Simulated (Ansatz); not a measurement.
# SnO2: the cost of one run

Computed with Ansatz 0.2.0 (DFT r2SCAN, scalar-relativistic, plane waves, PAW, unless a step's input says otherwise).

**1. Starting point**

Symmetry: Pbcn, No. 60, orthorhombic system. The conventional cell has a = 4.732 Å, b = 5.743 Å, c = 5.238 Å, α = 90.00°, β = 90.00°, γ = 90.00°. Sn (site symmetry 2) is surrounded by 6 O at 2.03 to 2.11 Å. O (site symmetry 1) has 3 Sn at 2.03 to 2.11 Å as nearest neighbours.

As a file:

```cif
data_structure
_symmetry_space_group_name_H-M 'P 1'
_symmetry_Int_Tables_number 1
_cell_length_a 4.7323
_cell_length_b 5.7434
_cell_length_c 5.2381
_cell_angle_alpha 90.000
_cell_angle_beta 90.000
_cell_angle_gamma 90.000
_cell_volume 142.37
loop_
_atom_site_label
_atom_site_type_symbol
_atom_site_fract_x
_atom_site_fract_y
_atom_site_fract_z
_atom_site_occupancy
Sn1 Sn 0.50000 0.66519 0.75000 1
Sn2 Sn 0.00000 0.83481 0.25000 1
Sn3 Sn 0.50000 0.33481 0.25000 1
Sn4 Sn 0.00000 0.16519 0.75000 1
O1 O 0.72980 0.60762 0.07888 1
O2 O 0.22980 0.89238 0.92112 1
O3 O 0.77020 0.89238 0.57888 1
O4 O 0.27020 0.60762 0.42112 1
O5 O 0.72980 0.39238 0.57888 1
O6 O 0.22980 0.10762 0.42112 1
O7 O 0.77020 0.10762 0.07888 1
O8 O 0.27020 0.39238 0.92112 1
```

It goes back to an entry of the Materials Project, which need not be the stable form.

It is the result of an earlier relaxation at this level (volume 11.86 Å³/atom; gap on the mesh: 2.08 eV).

**2. The cell as listed, for comparison**

File input.yaml:

```yaml
crystal:
  lattice:
    - [4.73514617, 0.0, 0.0]
    - [0.0, 5.75091223, 0.0]
    - [0.0, 0.0, 5.24711425]
  atoms:
    - { symbol: Sn, position: [0.5, 0.66544775, 0.75] }
    - { symbol: Sn, position: [0.0, 0.83455225, 0.25] }
    - { symbol: Sn, position: [0.5, 0.33455225, 0.25] }
    - { symbol: Sn, position: [0.0, 0.16544775, 0.75] }
    - { symbol: O, position: [0.73030504, 0.60712347, 0.07860358] }
    - { symbol: O, position: [0.23030504, 0.89287653, 0.92139642] }
    - { symbol: O, position: [0.76969496, 0.89287653, 0.57860358] }
    - { symbol: O, position: [0.26969496, 0.60712347, 0.42139642] }
    - { symbol: O, position: [0.73030504, 0.39287653, 0.57860358] }
    - { symbol: O, position: [0.23030504, 0.10712347, 0.42139642] }
    - { symbol: O, position: [0.76969496, 0.10712347, 0.07860358] }
    - { symbol: O, position: [0.26969496, 0.39287653, 0.92139642] }
basis:
  ecutwfc: 500
kpoints:
  mp_grid: { grid: [6, 6, 6] }
hamiltonian:
  xc: r2scan
scf:
  occupations: { method: gaussian, width: 0.02 }
output:
  forces: true
  stress: true
  eigenvalues: true
  populations: true
```

On the command line:

```bash
ansatz run input.yaml --threads 2 --pin off --max-ram 5120MiB --backend cpu --events-out ev --progress --plain --runs-dir out
```

**Question.** How long does this run take on 2 threads of Intel Xeon Platinum 8259CL at 2.50GHz (Skylake/Cascade Lake), shared host, and how much memory does it need?

About 54 s, with a peak of 1 GiB.
